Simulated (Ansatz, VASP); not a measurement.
**One calculation of CdF2, two programs**

```
CELL_PARAMETERS angstrom
0.00000 2.70052 2.70052
2.70052 0.00000 2.70052
2.70052 2.70052 0.00000
ATOMIC_POSITIONS crystal
Cd 0.00000 0.00000 0.00000
F 0.25000 0.25000 0.25000
F 0.75000 0.75000 0.75000
```

Alike in both runs: task single point; functional PBE; dispersion D3(BJ); k mesh 6 × 6 × 6; occupations gaussian, width 0.1 eV; no spin polarisation.

|  | VASP | Ansatz |
| --- | --- | --- |
| version | VASP 6.6.1 | Ansatz 0.2.0 |
| potentials or method | VASP PAW PBE potentials, release 64 (Cd, F) | scalar-relativistic, plane waves, PAW |
| plane-wave cutoff (eV) | 520 | 420 |
| valence electrons in the cell | 26 | 34 |

VASP gave:

| Item | Value |
| --- | --- |
| gap on the k mesh at the Fermi level (eV) | 3.06 |
| least direct gap on the mesh (eV) | 3.55 |
| pressure (GPa) | 3.3 |

Problem. What did Ansatz give for the same quantities?

Solution. gap on the k mesh at the Fermi level (eV): 3.09; least direct gap on the mesh (eV): 3.58; pressure (GPa): 2.6.

The two sets of potentials don't hold the same shells in valence.

A k mesh can miss the band edges. Expect the measured gap to be larger: semilocal functionals such as PBE lack the derivative discontinuity.
